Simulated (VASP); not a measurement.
# Si (Fm-3m) in VASP: further runs, part 3 of 3

VASP 6.6.1. The steps go on from the part before.

## Step 4: Relaxation of the atoms, LDA (a relaxed cell with its volume scaled by 1.04)

File INCAR:

```
PREC = Accurate
ENCUT = 600
EDIFF = 1E-7
ISMEAR = 1
SIGMA = 0.1
LREAL = False
LASPH = True
NELM = 80
ALGO = Normal
ISIF = 2
LWAVE = False
LCHARG = False
GGA = CA
IBRION = 2
NSW = 40
EDIFFG = -0.01
```

File KPOINTS:

```
Automatic mesh
0
Gamma
  16 16 16
```

File POSCAR:

```
Si                                      
1.0
   -0.0000000000      1.9331846542      1.9331846542
    1.9331846542      0.0000000000      1.9331846542
    1.9331846542      1.9331846542     -0.0000000000
  Si            
     1
Direct
     0.0000000000000000    1.0000000000000000    0.0000000000000000
```

Potentials or basis: VASP PAW LDA potentials, release 64 (Si).

On the command line:

```console
cat potpaw_LDA.64/Si/POTCAR > POTCAR
mpirun -np 1 vasp_std > vasp.out
```

OUTCAR:

```text
PREC = Accurate
   ENCUT = 600
   EDIFF = 1E-7
   ISMEAR = 1
   LREAL = False
   LASPH = True
   NELM = 80
   ISIF = 2
   GGA = CA
   IBRION = 2
   NSW = 40
   EDIFFG = -0.01

 ion  position               nearest neighbor table
   1  0.000  0.000  0.000-

  LATTYP: Found a face centered cubic cell.
 ALAT       =     3.8663693084

  Lattice vectors:

 A1 = (   0.0000000000,   1.9331846542,   1.9331846542)
 A2 = (   1.9331846542,   0.0000000000,   1.9331846542)
 A3 = (   1.9331846542,   1.9331846542,   0.0000000000)

Analysis of symmetry for initial positions (statically):
=====================================================================
 Subroutine PRICEL returns:
 Original cell was already a primitive cell.

 Routine SETGRP: Setting up the symmetry group for a
 face centered cubic supercell.

 Subroutine GETGRP returns: Found 48 space group operations
 (whereof 48 operations were pure point group operations)
 out of a pool of 48 trial point group operations.

The static configuration has the point symmetry O_h .

Analysis of symmetry for dynamics (positions and initial velocities):
=====================================================================
 Subroutine PRICEL returns:
 Original cell was already a primitive cell.

 Routine SETGRP: Setting up the symmetry group for a
 face centered cubic supercell.

 Subroutine GETGRP returns: Found 48 space group operations
 (whereof 48 operations were pure point group operations)
 out of a pool of 48 trial point group operations.

The dynamic configuration has the point symmetry O_h .

 Subroutine INISYM returns: Found 48 space group operations
 (whereof 48 operations are pure point group operations),
 and found     1 'primitive' translations

----------------------------------------------------------------------------------------

                                     Primitive cell

  volume of cell :      14.4494

  direct lattice vectors                    reciprocal lattice vectors
     0.000000000  1.933184654  1.933184654    -0.258640580  0.258640580  0.258640580
     1.933184654  0.000000000  1.933184654     0.258640580 -0.258640580  0.258640580
     1.933184654  1.933184654  0.000000000     0.258640580  0.258640580 -0.258640580

  length of vectors
     2.733935957  2.733935957  2.733935957     0.447978625  0.447978625  0.447978625

  position of ions in fractional coordinates (direct lattice)
     0.000000000  0.000000000  0.000000000

  ion indices of the primitive-cell ions
   primitive index   ion index
                 1           1

----------------------------------------------------------------------------------------

 KPOINTS: Automatic mesh

Automatic generation of k-mesh.
 Grid dimensions read from file:
 generate k-points for:   16   16   16

 Generating k-lattice:

  Cartesian coordinates                     Fractional coordinates (reciprocal lattice)
    -0.016165036  0.016165036  0.016165036     0.062500000  0.000000000  0.000000000
     0.016165036 -0.016165036  0.016165036     0.000000000  0.062500000  0.000000000
     0.016165036  0.016165036 -0.016165036     0.000000000  0.000000000  0.062500000

  Length of vectors
     0.027998664  0.027998664  0.027998664

  Shift w.r.t. Gamma in fractional coordinates (k-lattice)
     0.000000000  0.000000000  0.000000000

 Subroutine IBZKPT returns following result:
 ===========================================

 Found    145 irreducible k-points:

 Following reciprocal coordinates:
            Coordinates               Weight
  0.000000  0.000000  0.000000      1.000000
  0.062500  0.000000  0.000000      8.000000
  0.125000  0.000000  0.000000      8.000000
  0.187500  0.000000  0.000000      8.000000
  0.250000  0.000000  0.000000      8.000000
  0.312500  0.000000  0.000000      8.000000
[... 16 lines left out ...]
 -0.125000  0.062500  0.000000     24.000000
 -0.062500  0.062500  0.000000     12.000000
 [... further k-points ...]
   k-points           NKPTS =    145   k-points in BZ     NKDIM =    145   number of bands    NBANDS=      6
   number of dos      NEDOS =    301   number of ions     NIONS =      1
   total plane-waves  NPLWV =  13824
   dimension x,y,z NGX =    24 NGY =   24 NGZ =   24
   dimension x,y,z NGXF=    48 NGYF=   48 NGZF=   48
   ions per type =               1
   NGX,Y,Z   is equivalent  to a cutoff of  14.59, 14.59, 14.59 a.u.
   NGXF,Y,Z  is equivalent  to a cutoff of  29.19, 29.19, 29.19 a.u.
 SYSTEM =  unknown system
   PREC   = accura    normal or accurate (medium, high low for compatibility)
   ISTART =      0    job   : 0-new  1-cont  2-samecut
   ICHARG =      2    charge: 1-file 2-atom 10-const
   ISPIN  =      1    spin polarized calculation?
   LNONCOLLINEAR =      F non collinear calculations
   LSORBIT =      F    spin-orbit coupling
   LASPH  =      T    aspherical Exc in radial PAW
   ENCUT  =  600.0 eV  44.10 Ry    6.64 a.u.   5.46  5.46  5.46*2*pi/ulx,y,z
   NELM   =     80;   NELMIN=  2; NELMDL= -5     # of ELM steps
   EDIFF  = 0.1E-06   stopping-criterion for ELM
   LREAL  =      F    real-space projection
   EDIFFG = -.1E-01   stopping-criterion for IOM
   NSW    =     40    number of steps for IOM
   IBRION =      2    ionic relax: 0-MD 1-quasi-New 2-CG
   NFREE  =      1    steps in history (QN), initial steepest desc. (CG)
   ISIF   =      2    stress and relaxation
   ISYM   =      2    0-nonsym 1-usesym 2-fastsym
   POTIM  = 0.5000    time-step for ionic-motion
   TEBEG  =    0.0;   TEEND  =   0.0 temperature during run
   PSTRESS=    0.0 pullay stress
   NELECT =       4.0000    total number of electrons
   NUPDOWN=      -1.0000    fix difference up-down
   EMIN   =  10.00;   EMAX   =-10.00  energy-range for DOS
   EFERMI =   0.00;   METHOD = LEGACY
   ISMEAR =     1;   SIGMA  =   0.10  broadening in eV -4-tet -1-fermi 0-gaus
   EFERMI_NEDOS =   21; number of points for ismear=-14 and -15
   IALGO  =     38    algorithm
   IMIX   =      4    mixing-type and parameters
     AMIX     =   0.40;   BMIX     =  1.00
     AMIX_MAG =   1.60;   BMIX_MAG =  1.00
  volume/ion in A,a.u.               =      14.45        97.51
  Fermi-wavevector in a.u.,A,eV,Ry     =   1.066952  2.016247 15.488685  1.138386
  Thomas-Fermi vector in A             =   2.202553
   LORBIT       =      0    0 simple, 1 ext, 2 COOP (PROOUT), +10 PAW based schemes
   GGA     = CA    functional components
   LHFCALC =     F    Hartree Fock is set to
   AEXX    =    0.0000 exact exchange contribution
   IVDW    =     0    specifies the selected vdW correction
   LEPSILON=     F    determine dielectric tensor
   LRPA    =     F    only Hartree local field effects (RPA)
 conjugate gradient relaxation of ions
 non-spin polarized calculation
 Methfessel and Paxton  Order N= 1 SIGMA  =   0.10
  energy-cutoff  :      600.00
  volume of cell :       14.45
 maximum number of plane-waves:       531
 NGX is ok and might be reduce to    24
   NGX = 11   NGY = 11   NGZ = 11

 number of electron       4.0000000 magnetization

 Free energy of the ion-electron system (eV)
  ---------------------------------------------------
  ext. energy  EPLUGINS =         0.00000000
  ---------------------------------------------------
  free energy    TOTEN  =        -5.50012018 eV

  energy without entropy =       -5.49977865  energy(sigma->0) =       -5.50000634

 E-fermi :  10.1843     XC(G=0): -11.2708

 val. band max:       10.1373765020   @ k =  -0.2500   0.4375   0.1875
 cond. band min:      10.1857147829   @ k =  -0.2500   0.1250   0.0000
 fundamental gap:      0.0483382809
 Fermi energy:        10.1842984916

 k-point     1 :       0.0000    0.0000    0.0000
  band No.  band energies     occupation
      1      -4.2613      2.00000
      2      21.1240      0.00000
      3      21.1240      0.00000
      4      21.1240      0.00000
      5      22.0651      0.00000
      6      22.0651      0.00000

 k-point     2 :       0.0625    0.0000    0.0000
  band No.  band energies     occupation
      1      -4.1478      2.00000
      2      19.2408      0.00000
      3      20.5599      0.00000
      4      20.5599      0.00000
      5      22.7662      0.00000
      6      22.7662      0.00000
[... 181 lines left out ...]
 k-point    23 :      -0.1250    0.0625    0.0000
  band No.  band energies     occupation
      1      -3.5434      2.00000
      2      15.8190      0.00000
      3      17.7776      0.00000
      4      20.7953      0.00000
      5      23.0721      0.00000
      6      23.7536      0.00000

 k-point    24 :      -0.0625    0.0625    0.0000
  band No.  band energies     occupation
      1      -3.9587      2.00000
      2      18.3360      0.00000
      3      18.5280      0.00000
      4      21.1908      0.00000
      5      22.3573      0.00000
      6      23.3795      0.00000

 [... further k-points ...]
[... 5 lines left out ...]
  --------------------------------------------------------------------------------------
  -------------------------------------------------------------------------------------
  Total       -0.3205566     -0.3205566     -0.3205566     -0.0000000      0.0000000     -0.0000000
  in kB      -35.5439151    -35.5439151    -35.5439151     -0.0000000      0.0000000     -0.0000000
  external PRESSURE =     -35.5439151 kB  Pullay stress =       0.0000000 kB

 VOLUME and BASIS-vectors are now :
 -----------------------------------------------------------------------------
  energy-cutoff  :      600.00
  volume of cell :       14.45
      direct lattice vectors                 reciprocal lattice vectors
     0.000000000  1.933184654  1.933184654    -0.258640580  0.258640580  0.258640580
     1.933184654  0.000000000  1.933184654     0.258640580 -0.258640580  0.258640580
     1.933184654  1.933184654  0.000000000     0.258640580  0.258640580 -0.258640580

 POSITION                                       TOTAL-FORCE (eV/Angst)
 -----------------------------------------------------------------------------------
      0.00000      0.00000      0.00000        -0.000000      0.000000      0.000000
 -----------------------------------------------------------------------------------
    total drift:                               -0.000000      0.000000     -0.000000

  FREE ENERGIE OF THE ION-ELECTRON SYSTEM (eV)
  ---------------------------------------------------
  free  energy   TOTEN  =        -5.5001201786 eV

  energy  without entropy=       -5.4997786514  energy(sigma->0) =       -5.50000634

 reached required accuracy - stopping structural energy minimisation
```

OSZICAR:

```text
N       E                     dE             d eps       ncg     rms          rms(c)
DAV:   1    -0.140319159100E+01   -0.14032E+01   -0.19750E+03  1830   0.586E+02
DAV:   2    -0.548546676244E+01   -0.40823E+01   -0.37856E+01  2460   0.467E+01
DAV:   3    -0.552354873112E+01   -0.38082E-01   -0.38049E-01  2232   0.489E+00
DAV:   4    -0.552361068422E+01   -0.61953E-04   -0.61954E-04  2454   0.218E-01
DAV:   5    -0.552361078229E+01   -0.98069E-07   -0.96895E-07  2214   0.534E-03    0.275E+00
DAV:   6    -0.550830871552E+01    0.15302E-01   -0.52708E-03  1974   0.409E-01    0.152E+00
DAV:   7    -0.550016823252E+01    0.81405E-02   -0.95053E-03  1842   0.548E-01    0.107E-01
DAV:   8    -0.550012024474E+01    0.47988E-04   -0.36495E-05  2640   0.638E-02    0.225E-02
DAV:   9    -0.550012017860E+01    0.66147E-07   -0.30724E-07  2010   0.487E-03
   1 F= -.55001202E+01 E0= -.55000063E+01  d E =-.550012E+01
```

CONTCAR:

```text
Si
   1.00000000000000
     0.0000000000000000    1.9331846542000000    1.9331846542000000
     1.9331846542000000    0.0000000000000000    1.9331846542000000
     1.9331846542000000    1.9331846542000000    0.0000000000000000
  Si
     1
Direct
     0.0000000000000000    0.0000000000000000    0.0000000000000000

  0.00000000E+00  0.00000000E+00  0.00000000E+00
```

Wall time 6.6 s (1 thread of AMD EPYC 9R45 (Zen 5), shared host); peak memory 0.1 GiB.

What came out:

```
Free energy             : -5.5001 eV
Pressure after relaxing : -3.6 GPa
Band gap on the k mesh  : none (metal or under the smearing width)
```

Final structure:
```yaml
crystal:
  lattice:
    - [0.00000, 1.93318, 1.93318]
    - [1.93318, 0.00000, 1.93318]
    - [1.93318, 1.93318, 0.00000]
  atoms:
    - { symbol: Si, position: [0.00000, 0.00000, 0.00000] }
```

Caveat: the relaxation stopped at its first step, so nothing moved.

## Step 5: Relaxation of the atoms, LDA (a relaxed cell with its volume scaled by 1.06)

INCAR is that of step 4.

KPOINTS is that of step 4.

File POSCAR:

```
Si                                      
1.0
   -0.0000000000      1.9454982643      1.9454982643
    1.9454982643      0.0000000000      1.9454982643
    1.9454982643      1.9454982643     -0.0000000000
  Si            
     1
Direct
     0.0000000000000000    1.0000000000000000    0.0000000000000000
```

On the command line:

```console
cat potpaw_LDA.64/Si/POTCAR > POTCAR
mpirun -np 1 vasp_std > vasp.out
```

It took 6.7 s on 1 thread of AMD EPYC 9R45 (Zen 5), shared host; peak memory 0.1 GiB.

It converged, with:

```yaml
Free_energy: -5.4927 eV
Pressure_after_relaxing: -5.0 GPa
Band_gap_on_the_k_mesh: none (metal or under the smearing width)
```

Final structure:
```yaml
crystal:
  lattice:
    - [0.00000, 1.94550, 1.94550]
    - [1.94550, 0.00000, 1.94550]
    - [1.94550, 1.94550, 0.00000]
  atoms:
    - { symbol: Si, position: [0.00000, 0.00000, 0.00000] }
```

Levels at points of the mesh, in eV from the Fermi level:
| k point | band 1 | band 2 | band 3 | band 4 | band 5 | band 6 |
| --- | --- | --- | --- | --- | --- | --- |
| (0.00, 0.00, 0.00) | -14.27 | 10.71 | 10.71 | 10.71 | 11.81 | 11.81 |
| (0.50, 0.00, 0.00) | -7.58 | -6.82 | 8.24 | 8.24 | 10.76 | 10.76 |
| (0.50, 0.50, 0.00) | -5.26 | -4.55 | 3.07 | 3.07 | 4.45 | 6.63 |

Caveat: the relaxation stopped at its first step, so nothing moved.

## Step 6: Summary

| cell | gap on the mesh (eV) | pressure (GPa) |
| --- | --- | --- |
| atoms relaxed | none | 0.0 |
| atoms relaxed from: a relaxed cell with its volume scaled by 1.02 | none | -1.9 |
| atoms relaxed from: a relaxed cell with its volume scaled by 1.04 | none | -3.6 |
| atoms relaxed from: a relaxed cell with its volume scaled by 1.06 | none | -5.0 |

Alike in all rows: task relaxation of the atoms; level LDA; potentials or basis VASP PAW LDA potentials, release 64 (Si); no spin polarisation; k mesh 16 × 16 × 16; cutoff (eV) 600; smearing methfessel-paxton 0.1 eV.

Caveats: the relaxation stopped at its first step, so nothing moved.

Total energies depend on the potentials used, so only differences within one code and one set of settings carry meaning.
